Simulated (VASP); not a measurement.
# Sr (R-3m) in VASP: notebook

The runs below take Sr through single point, with PBE.

Program: VASP 6.6.1. These are calculated values, not measurements. Logs are shortened: lines on timing, memory, paths and dates and some standing lists are left out, and cuts for length are marked.

### Step 1. The cell of the first run

The structure is trigonal, space group R-3m (No. 166). The conventional cell has a = 4.238 Å, b = 4.238 Å, c = 10.855 Å, α = 90.00°, β = 90.00°, γ = 120.00°. Sr (site symmetry -3m) has 12 Sr at 4.24 to 4.37 Å as nearest neighbours.

### Step 2. Single point, PBE (equal xy, yz and zx shear strains of +3 %)

The input, INCAR:

```
SYSTEM = Sr
PREC = Accurate
ENCUT = 520
EDIFF = 1E-6
ISMEAR = -1
SIGMA = 0.08
LREAL = .False.
LASPH = .True.
NELM = 100
ALGO = Fast
ISIF = 2
LWAVE = .False.
LCHARG = .False.
GGA = PE
NBANDS = 11
```

The input, KPOINTS:

```
Automatic mesh
0
Gamma
  10 10 10
  0 0 0
```

The input, POSCAR:

```
Sr
1.0
    0.0912705000      3.0879852500      3.0879852500
    3.0879852500      0.0912705000      3.0879852500
    3.0879852500      3.0879852500      0.0912705000
Sr
1
Direct
    0.0000000000      0.0000000000      0.0000000000
```

Potentials or basis: VASP PAW PBE potentials, release 64 (Sr_sv).

On the command line:

```sh
> cat potpaw_PBE.64/Sr_sv/POTCAR > POTCAR
> mpirun -np 1 vasp_std > vasp.out
```

OUTCAR:

```text
SYSTEM = Sr
   PREC = Accurate
   ENCUT = 520
   EDIFF = 1E-6
   ISMEAR = -1
   LREAL = .False.
   LASPH = .True.
   NELM = 100
   ISIF = 2
   GGA = PE

 ion  position               nearest neighbor table
   1  0.000  0.000  0.000-

  LATTYP: Found a trigonal (rhomboedric) cell.
 ALAT       =     4.3680242802
 COS(alpha) =     0.5293254421

  Lattice vectors:

 A1 = (   0.0912705000,   3.0879852500,   3.0879852500)
 A2 = (   3.0879852500,   0.0912705000,   3.0879852500)
 A3 = (   3.0879852500,   3.0879852500,   0.0912705000)

Analysis of symmetry for initial positions (statically):
=====================================================================
 Subroutine PRICEL returns:
 Original cell was already a primitive cell.

 Routine SETGRP: Setting up the symmetry group for a
 trigonal (rhombohedral) supercell.

 Subroutine GETGRP returns: Found 12 space group operations
 (whereof 12 operations were pure point group operations)
 out of a pool of 12 trial point group operations.

The static configuration has the point symmetry D_3d.

Analysis of symmetry for dynamics (positions and initial velocities):
=====================================================================
 Subroutine PRICEL returns:
 Original cell was already a primitive cell.

 Routine SETGRP: Setting up the symmetry group for a
 trigonal (rhombohedral) supercell.

 Subroutine GETGRP returns: Found 12 space group operations
 (whereof 12 operations were pure point group operations)
 out of a pool of 12 trial point group operations.

The dynamic configuration has the point symmetry D_3d.

 Subroutine INISYM returns: Found 12 space group operations
 (whereof 12 operations are pure point group operations),
 and found     1 'primitive' translations

----------------------------------------------------------------------------------------

                                     Primitive cell

  volume of cell :      56.2817

  direct lattice vectors                    reciprocal lattice vectors
     0.091270500  3.087985250  3.087985250    -0.169279226  0.164419535  0.164419535
     3.087985250  0.091270500  3.087985250     0.164419535 -0.169279226  0.164419535
     3.087985250  3.087985250  0.091270500     0.164419535  0.164419535 -0.169279226

  length of vectors
     4.368024280  4.368024280  4.368024280     0.287616104  0.287616104  0.287616104

  position of ions in fractional coordinates (direct lattice)
     0.000000000  0.000000000  0.000000000

  ion indices of the primitive-cell ions
   primitive index   ion index
                 1           1

----------------------------------------------------------------------------------------

 KPOINTS: Automatic mesh

Automatic generation of k-mesh.
 Grid dimensions read from file:
 generate k-points for:   10   10   10

 Generating k-lattice:

  Cartesian coordinates                     Fractional coordinates (reciprocal lattice)
    -0.016927923  0.016441954  0.016441954     0.100000000 -0.000000000 -0.000000000
     0.016441954 -0.016927923  0.016441954    -0.000000000  0.100000000 -0.000000000
     0.016441954  0.016441954 -0.016927923    -0.000000000 -0.000000000  0.100000000

  Length of vectors
     0.028761610  0.028761610  0.028761610

  Shift w.r.t. Gamma in fractional coordinates (k-lattice)
     0.000000000  0.000000000  0.000000000

 Subroutine IBZKPT returns following result:
 ===========================================

 Found    116 irreducible k-points:

 Following reciprocal coordinates:
            Coordinates               Weight
  0.000000  0.000000  0.000000      1.000000
  0.100000  0.000000 -0.000000      6.000000
  0.200000  0.000000 -0.000000      6.000000
  0.300000  0.000000  0.000000      6.000000
  0.400000  0.000000 -0.000000      6.000000
  0.500000  0.000000 -0.000000      3.000000
[... 16 lines left out ...]
  0.300000  0.300000  0.000000      6.000000
  0.400000  0.300000 -0.000000     12.000000
 [... further k-points ...]
   k-points           NKPTS =    116   k-points in BZ     NKDIM =    116   number of bands    NBANDS=     11
   number of dos      NEDOS =    301   number of ions     NIONS =      1
   total plane-waves  NPLWV =  32768
   dimension x,y,z NGX =    32 NGY =   32 NGZ =   32
   dimension x,y,z NGXF=    64 NGYF=   64 NGZF=   64
   ions per type =               1
   NGX,Y,Z   is equivalent  to a cutoff of  12.18, 12.18, 12.18 a.u.
   NGXF,Y,Z  is equivalent  to a cutoff of  24.36, 24.36, 24.36 a.u.
 SYSTEM =  Sr
   PREC   = accura    normal or accurate (medium, high low for compatibility)
   ISTART =      0    job   : 0-new  1-cont  2-samecut
   ICHARG =      2    charge: 1-file 2-atom 10-const
   ISPIN  =      1    spin polarized calculation?
   LNONCOLLINEAR =      F non collinear calculations
   LSORBIT =      F    spin-orbit coupling
   LASPH  =      T    aspherical Exc in radial PAW
   ENCUT  =  520.0 eV  38.22 Ry    6.18 a.u.   8.12  8.12  8.12*2*pi/ulx,y,z
   NELM   =    100;   NELMIN=  2; NELMDL= -5     # of ELM steps
   EDIFF  = 0.1E-05   stopping-criterion for ELM
   LREAL  =      F    real-space projection
   EDIFFG = 0.1E-04   stopping-criterion for IOM
   NSW    =      0    number of steps for IOM
   IBRION =     -1    ionic relax: 0-MD 1-quasi-New 2-CG
   NFREE  =      0    steps in history (QN), initial steepest desc. (CG)
   ISIF   =      2    stress and relaxation
   ISYM   =      2    0-nonsym 1-usesym 2-fastsym
   POTIM  = 0.5000    time-step for ionic-motion
   TEBEG  =    0.0;   TEEND  =   0.0 temperature during run
   PSTRESS=    0.0 pullay stress
   NELECT =      10.0000    total number of electrons
   NUPDOWN=      -1.0000    fix difference up-down
   EMIN   =  10.00;   EMAX   =-10.00  energy-range for DOS
   EFERMI =   0.00;   METHOD = LEGACY
   ISMEAR =    -1;   SIGMA  =   0.08  broadening in eV -4-tet -1-fermi 0-gaus
   EFERMI_NEDOS =   21; number of points for ismear=-14 and -15
   IALGO  =     68    algorithm
   IMIX   =      4    mixing-type and parameters
     AMIX     =   0.40;   BMIX     =  1.00
     AMIX_MAG =   1.60;   BMIX_MAG =  1.00
  volume/ion in A,a.u.               =      56.28       379.81
  Fermi-wavevector in a.u.,A,eV,Ry     =   0.920349  1.739207 11.524704  0.847042
  Thomas-Fermi vector in A             =   2.045644
   LORBIT       =      0    0 simple, 1 ext, 2 COOP (PROOUT), +10 PAW based schemes
   GGA     = PE    functional components
   LHFCALC =     F    Hartree Fock is set to
   AEXX    =    0.0000 exact exchange contribution
   IVDW    =     0    specifies the selected vdW correction
   LEPSILON=     F    determine dielectric tensor
   LRPA    =     F    only Hartree local field effects (RPA)
 non-spin polarized calculation
 RMM-DIIS sequential band-by-band and
  energy-cutoff  :      520.00
  volume of cell :       56.28
 maximum number of plane-waves:      1538
   NGX = 17   NGY = 17   NGZ = 17

 number of electron      10.0000000 magnetization

 Free energy of the ion-electron system (eV)
  ---------------------------------------------------
  ext. energy  EPLUGINS =         0.00000000
  ---------------------------------------------------
  free energy    TOTEN  =        -1.64636197 eV

  energy without entropy =       -1.61936799  energy(sigma->0) =       -1.63286498

 E-fermi :   1.4930     XC(G=0):  -7.2806

 val. band max:        1.4911008116   @ k =  -0.4000   0.4000   0.4000
 cond. band min:       1.5199839950   @ k =  -0.4000   0.3000   0.0000
 fundamental gap:      0.0288831834
 Fermi energy:         1.4929957680

 k-point     1 :       0.0000    0.0000    0.0000
  band No.  band energies     occupation
      1     -35.1640      2.00000
      2     -17.0569      2.00000
      3     -17.0535      2.00000
      4     -17.0535      2.00000
      5      -2.1047      2.00000
      6       3.5878      0.00000
      7       3.9266      0.00000
      8       3.9266      0.00000
      9       5.2674      0.00000
     10       5.2674      0.00000
     11       8.5027      0.00000

 k-point     2 :       0.1000    0.0000   -0.0000
  band No.  band energies     occupation
      1     -35.1627      2.00000
      2     -17.0724      2.00000
      3     -17.0587      2.00000
      4     -17.0565      2.00000
      5      -1.9439      2.00000
      6       3.5844      0.00000
      7       3.7515      0.00000
      8       4.0185      0.00000
      9       5.1467      0.00000
     10       5.1663      0.00000
     11       8.8964      0.00000

 k-point     3 :       0.2000    0.0000   -0.0000
  band No.  band energies     occupation
      1     -35.1593      2.00000
      2     -17.1205      2.00000
      3     -17.0644      2.00000
      4     -17.0641      2.00000
      5      -1.4834      2.00000
      6       3.0985      0.00000
      7       3.7957      0.00000
      8       4.1650      0.00000
      9       5.0281      0.00000
     10       5.0855      0.00000
     11       8.6365      0.00000

 k-point     4 :       0.3000    0.0000    0.0000
  band No.  band energies     occupation
      1     -35.1551      2.00000
      2     -17.1792      2.00000
      3     -17.0741      2.00000
      4     -17.0707      2.00000
      5      -0.7929      2.00000
      6       2.5066      0.00001
      7       3.7045      0.00000
      8       4.0701      0.00000
      9       5.3031      0.00000
     10       5.4475      0.00000
     11       7.8062      0.00000
[... 239 lines left out ...]
 k-point    22 :      -0.2000    0.2000    0.0000
  band No.  band energies     occupation
      1     -35.1536      2.00000
      2     -17.1767      2.00000
      3     -17.1047      2.00000
      4     -17.0699      2.00000
      5      -0.5315      2.00000
      6       2.5662      0.00000
      7       3.3598      0.00000
      8       4.2271      0.00000
      9       4.5651      0.00000
     10       6.1185      0.00000
     11       8.3055      0.00000

 k-point    23 :       0.3000    0.3000    0.0000
  band No.  band energies     occupation
      1     -35.1530      2.00000
      2     -17.1709      2.00000
      3     -17.0988      2.00000
      4     -17.0953      2.00000
      5      -0.4200      2.00000
      6       2.3584      0.00004
      7       3.1957      0.00000
      8       4.6757      0.00000
      9       4.8930      0.00000
     10       5.8681      0.00000
     11       9.0246      0.00000

 k-point    24 :       0.4000    0.3000   -0.0000
  band No.  band energies     occupation
      1     -35.1504      2.00000
      2     -17.1951      2.00000
      3     -17.1101      2.00000
      4     -17.1056      2.00000
      5       0.1416      2.00000
      6       2.1524      0.00053
      7       2.8308      0.00000
      8       4.8196      0.00000
      9       5.3584      0.00000
     10       6.1566      0.00000
     11       7.7956      0.00000

 [... further k-points ...]

------------------------ aborting loop because EDIFF is reached ----------------------------------------

  FORCE on cell =-STRESS in cart. coord.  units (eV):
  Direction    XX          YY          ZZ          XY          YZ          ZX
  --------------------------------------------------------------------------------------
  -------------------------------------------------------------------------------------
  Total       -0.0849554     -0.0849554     -0.0849554     -0.1088666     -0.1088666     -0.1088666
  in kB       -2.4184349     -2.4184349     -2.4184349     -3.0991166     -3.0991166     -3.0991166
  external PRESSURE =      -2.4184349 kB  Pullay stress =       0.0000000 kB

 VOLUME and BASIS-vectors are now :
 -----------------------------------------------------------------------------
  energy-cutoff  :      520.00
  volume of cell :       56.28
      direct lattice vectors                 reciprocal lattice vectors
     0.091270500  3.087985250  3.087985250    -0.169279226  0.164419535  0.164419535
     3.087985250  0.091270500  3.087985250     0.164419535 -0.169279226  0.164419535
     3.087985250  3.087985250  0.091270500     0.164419535  0.164419535 -0.169279226

 POSITION                                       TOTAL-FORCE (eV/Angst)
 -----------------------------------------------------------------------------------
      0.00000      0.00000      0.00000        -0.000000      0.000000     -0.000000
 -----------------------------------------------------------------------------------
    total drift:                                0.000000      0.000000      0.000000

  FREE ENERGIE OF THE ION-ELECTRON SYSTEM (eV)
  ---------------------------------------------------
  free  energy   TOTEN  =        -1.6463619749 eV

  energy  without entropy=       -1.6193679873  energy(sigma->0) =       -1.63286498
```

Wall time 55 s (1 thread of Intel Xeon Platinum 8375C at 2.90GHz (Ice Lake), shared host); peak memory 0.22 GiB.

What came out:

* Free energy: -1.6464 eV
* Pressure: -0.2 GPa
* Band gap on the k mesh: none (metal or under the smearing width)

### Step 3. Single point, PBE (equal xy, yz and zx shear strains of +1.5 %)

The input, INCAR:

```
ALGO = Normal
EDIFF = 1E-7
ENCUT = 520
GGA = PE
ISIF = 2
ISMEAR = -1
LASPH = T
LCHARG = T
LELF = T
LREAL = F
LVHAR = T
LWAVE = F
NBANDS = 11
NELM = 100
PREC = Accurate
SIGMA = 0.08
```

The input, KPOINTS:

```
k-points
0
Gamma
  10 10 10
```

The input, POSCAR:

```
Sr
1.0
    0.0456352500      3.0651676250      3.0651676250
    3.0651676250      0.0456352500      3.0651676250
    3.0651676250      3.0651676250      0.0456352500
Sr
1
Direct
    0.0000000000      0.0000000000      0.0000000000
```

Potentials or basis: VASP PAW PBE potentials, release 64 (Sr_sv).

On the command line:

```sh
> cat potpaw_PBE.64/Sr_sv/POTCAR > POTCAR
> mpirun -np 1 vasp_std > vasp.out
```

OUTCAR:

```text
EDIFF = 1E-7
   ENCUT = 520
   GGA = PE
   ISIF = 2
   ISMEAR = -1
   LASPH = T
   LREAL = F
   NELM = 100
   PREC = Accurate

 ion  position               nearest neighbor table
   1  0.000  0.000  0.000-

  LATTYP: Found a trigonal (rhomboedric) cell.
 ALAT       =     4.3350418354
 COS(alpha) =     0.5148312781

  Lattice vectors:

 A1 = (   0.0456352500,   3.0651676250,   3.0651676250)
 A2 = (   3.0651676250,   0.0456352500,   3.0651676250)
 A3 = (   3.0651676250,   3.0651676250,   0.0456352500)

Analysis of symmetry for initial positions (statically):
=====================================================================
 Subroutine PRICEL returns:
 Original cell was already a primitive cell.

 Routine SETGRP: Setting up the symmetry group for a
 trigonal (rhombohedral) supercell.

 Subroutine GETGRP returns: Found 12 space group operations
 (whereof 12 operations were pure point group operations)
 out of a pool of 12 trial point group operations.

The static configuration has the point symmetry D_3d.

Analysis of symmetry for dynamics (positions and initial velocities):
[... 166 lines left out ...]
      1     -35.1638      2.00000
      2     -17.0560      2.00000
      3     -17.0548      2.00000
      4     -17.0548      2.00000
      5      -2.1055      2.00000
      6       3.7027      0.00000
      7       3.8764      0.00000
      8       3.8764      0.00000
      9       5.2535      0.00000
     10       5.2535      0.00000
     11       8.5268      0.00000
[... 309 lines left out ...]
 k-point    24 :       0.4000    0.3000   -0.0000
  band No.  band energies     occupation
      1     -35.1505      2.00000
      2     -17.1928      2.00000
      3     -17.1108      2.00000
      4     -17.1064      2.00000
      5       0.1367      2.00000
      6       2.1478      0.00058
      7       2.8290      0.00000
      8       4.8686      0.00000
      9       5.3067      0.00000
     10       6.1654      0.00000
     11       7.7770      0.00000

 [... further k-points ...]

------------------------ aborting loop because EDIFF is reached ----------------------------------------

  FORCE on cell =-STRESS in cart. coord.  units (eV):
  Direction    XX          YY          ZZ          XY          YZ          ZX
  --------------------------------------------------------------------------------------
  -------------------------------------------------------------------------------------
  Total       -0.0918581     -0.0918581     -0.0918581     -0.0527662     -0.0527662     -0.0527662
  in kB       -2.6136264     -2.6136264     -2.6136264     -1.5013482     -1.5013482     -1.5013482
  external PRESSURE =      -2.6136264 kB  Pullay stress =       0.0000000 kB

 VOLUME and BASIS-vectors are now :
 -----------------------------------------------------------------------------
  energy-cutoff  :      520.00
  volume of cell :       56.31
      direct lattice vectors                 reciprocal lattice vectors
     0.045635250  3.065167625  3.065167625    -0.166812115  0.164364993  0.164364993
     3.065167625  0.045635250  3.065167625     0.164364993 -0.166812115  0.164364993
     3.065167625  3.065167625  0.045635250     0.164364993  0.164364993 -0.166812115

 POSITION                                       TOTAL-FORCE (eV/Angst)
 -----------------------------------------------------------------------------------
      0.00000      0.00000      0.00000        -0.000000      0.000000     -0.000000
 -----------------------------------------------------------------------------------
    total drift:                                0.000000      0.000000      0.000000

  FREE ENERGIE OF THE ION-ELECTRON SYSTEM (eV)
  ---------------------------------------------------
  free  energy   TOTEN  =        -1.6498991013 eV

  energy  without entropy=       -1.6218179347  energy(sigma->0) =       -1.63585852
```

Wall time 60 s (1 thread of Intel Xeon Platinum 8375C at 2.90GHz (Ice Lake), shared host); peak memory 0.21 GiB.

What came out:

```yaml
Free_energy: -1.6499 eV
Pressure: -0.3 GPa
Band_gap_on_the_k_mesh: none (metal or under the smearing width)
```

Stress tensor (GPa, compression positive):
```
-0.26 -0.15 -0.15
-0.15 -0.26 -0.15
-0.15 -0.15 -0.26
```

Levels at points of the mesh, in eV from the Fermi level:
```tsv
k point	band 1	band 2	band 3	band 4	band 5	band 6	band 7	band 8	band 9	band 10
(0.00, 0.00, 0.00)	-36.66	-18.55	-18.55	-18.55	-3.60	2.21	2.38	2.38	3.76	3.76
(0.50, 0.00, 0.00)	-36.65	-18.73	-18.58	-18.58	-1.08	0.07	2.07	2.25	4.70	4.83
(0.50, 0.50, 0.00)	-36.64	-18.72	-18.62	-18.62	-0.61	0.37	1.01	4.76	5.05	5.06
(0.50, 0.50, 0.50)	-36.65	-18.72	-18.57	-18.57	-1.17	-0.04	2.21	2.21	4.74	4.74
```
